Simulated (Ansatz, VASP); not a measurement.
FeO (Wuestite) in VASP and in Ansatz

Contents of INCAR:

```
PREC = Accurate
ENCUT = 520
EDIFF = 1E-7
ISMEAR = -1
SIGMA = 0.05
LREAL = False
LASPH = True
NELM = 150
ALGO = Normal
ISIF = 2
LWAVE = False
LCHARG = False
ISPIN = 2
MAGMOM = -2.68 0
LORBIT = 11
LMAXMIX = 4
GGA = PS
NBANDS = 18
```

KPOINTS

```
Automatic mesh
0
Gamma
  11 11 11
```

The input POSCAR:

```
FeO
1.0
    1.5188209023      0.8768916568      2.5195772846
   -1.5188209023      0.8768916568      2.5195772846
    0.0000000000     -1.7537833136      2.5195772846
Fe O
1 1
Direct
    0.0000000000      0.0000000000      0.0000000000
    0.5000000000      0.5000000000      0.5000000000
```

Contents of input.yaml:

```yaml
crystal:
  lattice:
    - [1.5188209023, 0.8768916568, 2.5195772846]
    - [-1.5188209023, 0.8768916568, 2.5195772846]
    - [0.0, -1.7537833136, 2.5195772846]
  atoms:
    - { symbol: Fe, position: [0.0, 0.0, 0.0], spin: -2.68 }
    - { symbol: O, position: [0.5, 0.5, 0.5] }
hamiltonian:
  xc: pbesol
  pseudopotentials: { kind: paw }
magnetization:
  spin_polarized: true
kpoints:
  mp_grid: { grid: [11, 11, 11] }
scf:
  occupations: { method: fermi_dirac, width: 0.05 }
output:
  forces: true
  stress: true
  eigenvalues: true
```

Alike in both runs: task single point; functional PBEsol; k mesh 11 × 11 × 11; occupations fermi-dirac, width 0.05 eV; collinear spin.

|  | VASP | Ansatz |
| --- | --- | --- |
| version | VASP 6.6.1 | Ansatz 0.2.0 |
| potentials or method | VASP PAW PBE potentials, release 64 (Fe, O) | Ansatz PAW |
| plane-wave cutoff (eV) | 520 | 420 |
| valence electrons in the cell | 14 | 22 |

Ansatz gave:

| Property | Result |
| --- | --- |
| gap on the k mesh at the Fermi level (eV) | none |
| pressure (GPa) | -9.4 |
| largest component of the traceless stress (GPa) | 0.65 |
| net moment per atom (μB) | 2.00 |
| size of the moment on the site where the two differ most (μB) | 3.44 |

Question: Estimate VASP's values.

Answer: gap on the k mesh at the Fermi level (eV): none; pressure (GPa): -9.2; largest component of the traceless stress (GPa): 0.68; net moment per atom (μB): 2.00; size of the moment on the site where the two differ most (μB): 3.61.

Site moments also hang on the region over which each program counts them. A gap of «none» marks a metal or a gap that the smearing closes. The two sets of potentials don't hold the same shells in valence.

Caveats: a cell with one magnetic atom can't hold antiferromagnetic order, which such compounds often take; semilocal functionals often make such compounds metallic where correlation or magnetic order opens a gap, which also shifts bond lengths; the PAW data sets were made with another functional, which shifts forces and pressure a little (VASP); the pressure holds a Pulay correction of +0.7 GPa for the finite cutoff (Ansatz); the PAW data sets come from PBE, with cores solved anew for the run's functional, which leaves a small shift of forces and pressure (Ansatz).
